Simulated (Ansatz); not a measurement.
**HfSi2 (ZrSi2 type): equation of state**

An exercise on one series of results from a longer session: the logs are not shown, and one member is left open.

Computed with Ansatz 0.2.0 (DFT PBE, scalar-relativistic, plane waves, PAW, unless a step's input says otherwise).

1 further run of the same task is left out (it didn't finish). Runs told in other sessions of the task aren't counted.

**Starting point**

Symmetry: Cmcm, No. 63, orthorhombic system. Conventional cell: a = 3.672 Å, b = 14.610 Å, c = 3.666 Å, α = 90.00°, β = 90.00°, γ = 90.00°. Hf (site symmetry m2m) is surrounded by 10 Si at 2.70 to 2.97 Å. Si (site symmetry m2m) has 2 Si at 2.42 Å and 6 Hf at 2.70 to 2.97 Å in its first shell of neighbours. Around Si (site symmetry m2m) lie 4 Si at 2.59 Å and 4 Hf at 2.80 Å.

Coordinates:

```cif
data_structure
_symmetry_space_group_name_H-M 'Cmcm'
_symmetry_Int_Tables_number 63
_cell_length_a 3.6724
_cell_length_b 14.6101
_cell_length_c 3.6661
_cell_angle_alpha 90.000
_cell_angle_beta 90.000
_cell_angle_gamma 90.000
_cell_volume 196.70
loop_
_atom_site_label
_atom_site_type_symbol
_atom_site_symmetry_multiplicity
_atom_site_Wyckoff_symbol
_atom_site_fract_x
_atom_site_fract_y
_atom_site_fract_z
_atom_site_occupancy
Hf1 Hf 4 c 0.00000 0.39448 0.75000 1
Si1 Si 4 c 0.00000 0.05409 0.75000 1
Si2 Si 4 c 0.50000 0.24998 0.75000 1
```

An earlier run at PBE left this cell at 16.392 Å³/atom and 0.00 GPa (8×8×8 mesh).

Volume factors to run: 0.980, 1.020, 0.960, 1.040, 1.070, 1.100, 0.945.

Set-up of the first run:

The input, input.yaml:

```yaml
crystal:
  lattice:
    - [1.8238937621, -7.2560212386, 0.0]
    - [1.8238937621, 7.2560212386, 0.0]
    - [0.0, 0.0, 3.64147152]
  atoms:
    - { symbol: Hf, position: [0.6055213087, 0.3944786913, 0.25] }
    - { symbol: Hf, position: [0.3944786913, 0.6055213087, 0.75] }
    - { symbol: Si, position: [0.945907847, 0.054092153, 0.25] }
    - { symbol: Si, position: [0.054092153, 0.945907847, 0.75] }
    - { symbol: Si, position: [0.2500207091, 0.7499792909, 0.25] }
    - { symbol: Si, position: [0.7499792909, 0.2500207091, 0.75] }
basis:
  ecutwfc: 420
  ecutrho_ratio: 4
kpoints:
  mp_grid: { grid: [8, 8, 8] }
hamiltonian:
  xc: pbe
scf:
  occupations: { method: gaussian, width: 0.05 }
output:
  forces: true
  stress: true
  eigenvalues: true
relax:
  f_tol: 0.01
  max_steps: 40
  cell: { stress_tol: 0.1, fix: [volume] }
```

On the command line:

```sh
ansatz run input.yaml --threads 4 --pin off --max-ram 7168MiB --backend cpu --events-out ev --progress --plain --runs-dir out
```

Among the steps run: At 0.980 of the relaxed volume; Scaling the volume by 1.020; At 0.960 of the relaxed volume; Volume × 1.040; At 1.070 of the relaxed volume; At 1.100 of the relaxed volume; Scaling the volume by 0.945.

One table of the session follows, with a row left open; its other results are not shown here.

It belongs to the step «Energy and pressure against volume». 

| volume (Å³/atom) | energy (meV/atom) | pressure (GPa) |
| --- | --- | --- |
| 15.490 | 21.33 | 7.92 |
| 15.736 | 11.01 | 5.56 |
| 16.064 | ? | ? |
| 16.392 | 0.00 | 0.00 |
| 16.720 | 2.46 | -2.39 |
| 17.048 | 9.57 | -4.55 |
| 17.539 | 28.13 | -7.47 |
| 18.031 | 55.02 | -9.98 |

Q: Estimate the row for volume (Å³/atom) = 16.064 from the others.

Worked estimate for «energy (meV/atom)». A straight line through the neighbours (15.736, 11.01) and (16.392, 0.00) gives 11.01 + (0.00 − 11.01) × (16.064 − 15.736) / (16.392 − 15.736) = 5.50; a parabola fitted to 4 rows on both sides gives 2.73.

The run gave: energy (meV/atom): 2.66; pressure (GPa): 2.64. In «energy (meV/atom)» the line misses by +2.84 and the parabola by +0.07.
